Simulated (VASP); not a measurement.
# Re (Im-3m) in VASP: a series of runs

Runs on Re. Level: RPBE. Tasks: relaxation of cell and atoms, single point.

Program: VASP 6.6.1. These are calculated values, not measurements. Logs are shortened: lines on timing, memory, paths and dates and some standing lists are left out, and cuts for length are marked.

## 1. Starting point

The structure is cubic, space group Im-3m (No. 229). Conventional cell: a = 3.087 Å, b = 3.087 Å, c = 3.087 Å, α = 90.00°, β = 90.00°, γ = 90.00°. Re (site symmetry m-3m) has 8 Re at 2.67 Å as nearest neighbours.

The cell was built by a generator and needn't be a form met in nature.

## 2. Relaxation of cell and atoms, RPBE

INCAR reads:

```
PREC = Accurate
ENCUT = 600
EDIFF = 1E-7
ISMEAR = -1
SIGMA = 0.1
LREAL = False
LASPH = True
NELM = 80
ALGO = Fast
ISIF = 3
LWAVE = False
LCHARG = False
GGA = RP
IBRION = 2
NSW = 80
EDIFFG = -0.01
```

KPOINTS reads:

```
regular mesh
0
Gamma
  14 14 14
```

POSCAR reads:

```
Re
1.0
   -1.5436774558      1.5436774558      1.5436774558
    1.5436774558     -1.5436774558      1.5436774558
    1.5436774558      1.5436774558     -1.5436774558
Re
1
Direct
    0.0000000000      0.0000000000      0.0000000000
```

Potentials or basis: VASP PAW PBE potentials, release 64 (Re).

The run is started by

```console
cat potpaw_PBE.64/Re/POTCAR > POTCAR
mpirun -np 1 vasp_std > vasp.out
```

OUTCAR:

```text
PREC = Accurate
   ENCUT = 600
   EDIFF = 1E-7
   ISMEAR = -1
   LREAL = False
   LASPH = True
   NELM = 80
   ISIF = 3
   GGA = RP
   IBRION = 2
   NSW = 80
   EDIFFG = -0.01

 ion  position               nearest neighbor table
   1  0.000  0.000  0.000-

  LATTYP: Found a body centered cubic cell.
 ALAT       =     3.0873549116

  Lattice vectors:

 A1 = (  -1.5436774558,   1.5436774558,   1.5436774558)
 A2 = (   1.5436774558,  -1.5436774558,   1.5436774558)
 A3 = (   1.5436774558,   1.5436774558,  -1.5436774558)

Analysis of symmetry for initial positions (statically):
=====================================================================
 Subroutine PRICEL returns:
 Original cell was already a primitive cell.

 Routine SETGRP: Setting up the symmetry group for a
 body centered cubic supercell.

 Subroutine GETGRP returns: Found 48 space group operations
 (whereof 48 operations were pure point group operations)
 out of a pool of 48 trial point group operations.

The static configuration has the point symmetry O_h .

Analysis of symmetry for dynamics (positions and initial velocities):
=====================================================================
 Subroutine PRICEL returns:
 Original cell was already a primitive cell.

 Routine SETGRP: Setting up the symmetry group for a
 body centered cubic supercell.

 Subroutine GETGRP returns: Found 48 space group operations
 (whereof 48 operations were pure point group operations)
 out of a pool of 48 trial point group operations.

The dynamic configuration has the point symmetry O_h .

 Subroutine INISYM returns: Found 48 space group operations
 (whereof 48 operations are pure point group operations),
 and found     1 'primitive' translations

----------------------------------------------------------------------------------------

                                     Primitive cell

  volume of cell :      14.7140

  direct lattice vectors                    reciprocal lattice vectors
    -1.543677456  1.543677456  1.543677456     0.000000000  0.323901861  0.323901861
     1.543677456 -1.543677456  1.543677456     0.323901861  0.000000000  0.323901861
     1.543677456  1.543677456 -1.543677456     0.323901861  0.323901861  0.000000000

  length of vectors
     2.673727784  2.673727784  2.673727784     0.458066404  0.458066404  0.458066404

  position of ions in fractional coordinates (direct lattice)
     0.000000000  0.000000000  0.000000000

  ion indices of the primitive-cell ions
   primitive index   ion index
                 1           1

----------------------------------------------------------------------------------------

 KPOINTS: regular mesh

Automatic generation of k-mesh.
 Grid dimensions read from file:
 generate k-points for:   14   14   14

 Generating k-lattice:

  Cartesian coordinates                     Fractional coordinates (reciprocal lattice)
     0.000000000  0.023135847  0.023135847     0.071428571  0.000000000  0.000000000
     0.023135847  0.000000000  0.023135847     0.000000000  0.071428571  0.000000000
     0.023135847  0.023135847  0.000000000     0.000000000  0.000000000  0.071428571

  Length of vectors
     0.032719029  0.032719029  0.032719029

  Shift w.r.t. Gamma in fractional coordinates (k-lattice)
     0.000000000  0.000000000  0.000000000

 Subroutine IBZKPT returns following result:
 ===========================================

 Found    104 irreducible k-points:

 Following reciprocal coordinates:
            Coordinates               Weight
  0.000000  0.000000  0.000000      1.000000
  0.071429  0.000000  0.000000     12.000000
  0.142857  0.000000  0.000000     12.000000
  0.214286  0.000000  0.000000     12.000000
  0.285714  0.000000  0.000000     12.000000
  0.357143  0.000000  0.000000     12.000000
[... 16 lines left out ...]
  0.285714  0.285714  0.000000     24.000000
  0.357143  0.285714  0.000000     24.000000
 [... further k-points ...]
   k-points           NKPTS =    104   k-points in BZ     NKDIM =    104   number of bands    NBANDS=      7
   number of dos      NEDOS =    301   number of ions     NIONS =      1
   total plane-waves  NPLWV =  13824
   dimension x,y,z NGX =    24 NGY =   24 NGZ =   24
   dimension x,y,z NGXF=    48 NGYF=   48 NGZF=   48
   ions per type =               1
   NGX,Y,Z   is equivalent  to a cutoff of  14.92, 14.92, 14.92 a.u.
   NGXF,Y,Z  is equivalent  to a cutoff of  29.85, 29.85, 29.85 a.u.
 SYSTEM =  unknown system
   PREC   = accura    normal or accurate (medium, high low for compatibility)
   ISTART =      0    job   : 0-new  1-cont  2-samecut
   ICHARG =      2    charge: 1-file 2-atom 10-const
   ISPIN  =      1    spin polarized calculation?
   LNONCOLLINEAR =      F non collinear calculations
   LSORBIT =      F    spin-orbit coupling
   LASPH  =      T    aspherical Exc in radial PAW
   ENCUT  =  600.0 eV  44.10 Ry    6.64 a.u.   5.34  5.34  5.34*2*pi/ulx,y,z
   NELM   =     80;   NELMIN=  2; NELMDL= -5     # of ELM steps
   EDIFF  = 0.1E-06   stopping-criterion for ELM
   LREAL  =      F    real-space projection
   EDIFFG = -.1E-01   stopping-criterion for IOM
   NSW    =     80    number of steps for IOM
   IBRION =      2    ionic relax: 0-MD 1-quasi-New 2-CG
   NFREE  =      1    steps in history (QN), initial steepest desc. (CG)
   ISIF   =      3    stress and relaxation
   ISYM   =      2    0-nonsym 1-usesym 2-fastsym
   POTIM  = 0.5000    time-step for ionic-motion
   TEBEG  =    0.0;   TEEND  =   0.0 temperature during run
   PSTRESS=    0.0 pullay stress
   NELECT =       7.0000    total number of electrons
   NUPDOWN=      -1.0000    fix difference up-down
   EMIN   =  10.00;   EMAX   =-10.00  energy-range for DOS
   EFERMI =   0.00;   METHOD = LEGACY
   ISMEAR =    -1;   SIGMA  =   0.10  broadening in eV -4-tet -1-fermi 0-gaus
   EFERMI_NEDOS =   21; number of points for ismear=-14 and -15
   IALGO  =     68    algorithm
   IMIX   =      4    mixing-type and parameters
     AMIX     =   0.40;   BMIX     =  1.00
     AMIX_MAG =   1.60;   BMIX_MAG =  1.00
  volume/ion in A,a.u.               =      14.71        99.29
  Fermi-wavevector in a.u.,A,eV,Ry     =   1.278000  2.415070 22.222188  1.633285
  Thomas-Fermi vector in A             =   2.410568
   LORBIT       =      0    0 simple, 1 ext, 2 COOP (PROOUT), +10 PAW based schemes
   GGA     = RP    functional components
   LHFCALC =     F    Hartree Fock is set to
   AEXX    =    0.0000 exact exchange contribution
   IVDW    =     0    specifies the selected vdW correction
   LEPSILON=     F    determine dielectric tensor
   LRPA    =     F    only Hartree local field effects (RPA)
 conjugate gradient relaxation of ions
 non-spin polarized calculation
 RMM-DIIS sequential band-by-band and
  energy-cutoff  :      600.00
  volume of cell :       14.71
 maximum number of plane-waves:       531
 NGX is ok and might be reduce to    24
   NGX = 11   NGY = 11   NGZ = 11

--------------------------------------- Ionic step        1  -------------------------------------------

 number of electron       7.0000000 magnetization

 Free energy of the ion-electron system (eV)
  ---------------------------------------------------
  ext. energy  EPLUGINS =         0.00000000
  ---------------------------------------------------
  free energy    TOTEN  =       -11.51424947 eV

  energy without entropy =      -11.48088194  energy(sigma->0) =      -11.49756570

------------------------ aborting loop because EDIFF is reached ----------------------------------------

  FORCE on cell =-STRESS in cart. coord.  units (eV):
  Direction    XX          YY          ZZ          XY          YZ          ZX
  --------------------------------------------------------------------------------------
  -------------------------------------------------------------------------------------
  Total        1.1892446      1.1892446      1.1892446      0.0000000      0.0000000     -0.0000000
  in kB      129.4947316    129.4947316    129.4947316      0.0000000      0.0000000     -0.0000000
  external PRESSURE =     129.4947316 kB  Pullay stress =       0.0000000 kB

 VOLUME and BASIS-vectors are now :
 -----------------------------------------------------------------------------
  energy-cutoff  :      600.00
  volume of cell :       14.71
      direct lattice vectors                 reciprocal lattice vectors
    -1.543677456  1.543677456  1.543677456     0.000000000  0.323901861  0.323901861
     1.543677456 -1.543677456  1.543677456     0.323901861  0.000000000  0.323901861
     1.543677456  1.543677456 -1.543677456     0.323901861  0.323901861  0.000000000
[... 71 lines left out ...]
 POSITION                                       TOTAL-FORCE (eV/Angst)
 -----------------------------------------------------------------------------------
     -0.00000      0.00000      0.00000         0.000000     -0.000000     -0.000000
 -----------------------------------------------------------------------------------
    total drift:                                0.000000     -0.000000     -0.000000

  FREE ENERGIE OF THE ION-ELECTRON SYSTEM (eV)
  ---------------------------------------------------
  free  energy   TOTEN  =       -11.5342456633 eV

  energy  without entropy=      -11.4987280160  energy(sigma->0) =      -11.51648684

--------------------------------------- Ionic step        4  -------------------------------------------

 number of electron       7.0000000 magnetization

 Free energy of the ion-electron system (eV)
  ---------------------------------------------------
  ext. energy  EPLUGINS =         0.00000000
  ---------------------------------------------------
  free energy    TOTEN  =       -11.53431945 eV

  energy without entropy =      -11.49892060  energy(sigma->0) =      -11.51662003

 E-fermi :   8.4757     XC(G=0): -13.5141

 val. band max:        8.4478207232   @ k =  -0.4286  -0.4286   0.1429
 cond. band min:       8.4907509651   @ k =   0.2143   0.2143   0.0000
 fundamental gap:      0.0429302419
 Fermi energy:         8.4756526113

 k-point     1 :       0.0000    0.0000    0.0000
  band No.  band energies     occupation
      1      -2.0671      2.00000
      2       5.8380      2.00000
      3       5.8380      2.00000
      4       5.8380      2.00000
      5       9.1909      0.00157
      6       9.1909      0.00157
      7      23.8972      0.00000

 k-point     2 :       0.0714    0.0000    0.0000
  band No.  band energies     occupation
      1      -1.8265      2.00000
      2       5.7049      2.00000
      3       5.8154      2.00000
      4       6.0686      2.00000
      5       8.9964      0.01089
      6       9.1977      0.00146
      7      24.0839      0.00000
[... 201 lines left out ...]
 k-point    23 :       0.2857    0.2857    0.0000
  band No.  band energies     occupation
      1       2.8331      2.00000
      2       4.1760      2.00000
      3       5.1720      2.00000
      4       9.1668      0.00199
      5       9.9506      0.00000
      6      15.6675      0.00000
      7      16.9961      0.00000

 k-point    24 :       0.3571    0.2857    0.0000
  band No.  band energies     occupation
      1       2.9179      2.00000
      2       4.3326      2.00000
      3       5.0646      2.00000
      4       9.4014      0.00019
      5       9.9412      0.00000
      6      15.9187      0.00000
      7      17.2616      0.00000

 [... further k-points ...]

------------------------ aborting loop because EDIFF is reached ----------------------------------------

  FORCE on cell =-STRESS in cart. coord.  units (eV):
  Direction    XX          YY          ZZ          XY          YZ          ZX
  --------------------------------------------------------------------------------------
  -------------------------------------------------------------------------------------
  Total       -0.0018435     -0.0018435     -0.0018435     -0.0000000     -0.0000000      0.0000000
  in kB       -0.1939344     -0.1939344     -0.1939344     -0.0000000     -0.0000000      0.0000000
  external PRESSURE =      -0.1939344 kB  Pullay stress =       0.0000000 kB

 VOLUME and BASIS-vectors are now :
 -----------------------------------------------------------------------------
  energy-cutoff  :      600.00
  volume of cell :       15.23
      direct lattice vectors                 reciprocal lattice vectors
    -1.561505606  1.561505606  1.561505606     0.000000000  0.320203782  0.320203782
     1.561505606 -1.561505606  1.561505606     0.320203782  0.000000000  0.320203782
     1.561505606  1.561505606 -1.561505606     0.320203782  0.320203782  0.000000000

 POSITION                                       TOTAL-FORCE (eV/Angst)
 -----------------------------------------------------------------------------------
     -0.00000      0.00000      0.00000        -0.000000      0.000000      0.000000
 -----------------------------------------------------------------------------------
    total drift:                                0.000000      0.000000      0.000000

  FREE ENERGIE OF THE ION-ELECTRON SYSTEM (eV)
  ---------------------------------------------------
  free  energy   TOTEN  =       -11.5343194482 eV

  energy  without entropy=      -11.4989206027  energy(sigma->0) =      -11.51662003

 reached required accuracy - stopping structural energy minimisation
```

Wall time 28 s (1 thread of Intel Xeon Platinum 8559C (Emerald Rapids), shared host); peak memory 0.16 GiB.

What came out:

```
Free energy                            : -11.5343 eV
Relaxed volume                         : 15.23 Å³/atom
Relaxed cell                           : a = 2.705 Å, b = 2.705 Å, c = 2.705 Å, α = 109.47°, β = 109.47°, γ = 109.47°
Space group after relaxing (to 0.05 Å) : Im-3m (No. 229)
Energy gained by relaxing              : 20.1 meV/atom
Ionic steps                            : 4
Pressure after relaxing                : 0.0 GPa
Band gap on the k mesh                 : none (metal or under the smearing width)
```

The path:
| step | energy change (eV) | largest force (eV/Å) | pressure (GPa) | volume (Å³) |
| --- | --- | --- | --- | --- |
| 1 | 0.0000 | 0.0000 | 12.95 | 14.71 |
| 2 | 0.2399 | 0.0000 | -33.82 | 17.39 |
| 3 | -0.0200 | 0.0000 | -0.73 | 15.26 |
| 4 | -0.0201 | 0.0000 | -0.02 | 15.23 |

Final structure:
```cif
data_structure
_symmetry_space_group_name_H-M 'P 1'
_symmetry_Int_Tables_number 1
_cell_length_a 2.7046
_cell_length_b 2.7046
_cell_length_c 2.7046
_cell_angle_alpha 109.471
_cell_angle_beta 109.471
_cell_angle_gamma 109.471
_cell_volume 15.23
loop_
_atom_site_label
_atom_site_type_symbol
_atom_site_fract_x
_atom_site_fract_y
_atom_site_fract_z
_atom_site_occupancy
Re1 Re 0.00000 0.00000 0.00000 1
```

Caveat: the PAW data sets were made with another functional, which shifts forces and pressure a little. The run has no spin-orbit coupling, so splittings on Re are missing.

[end of part 1 of 2]
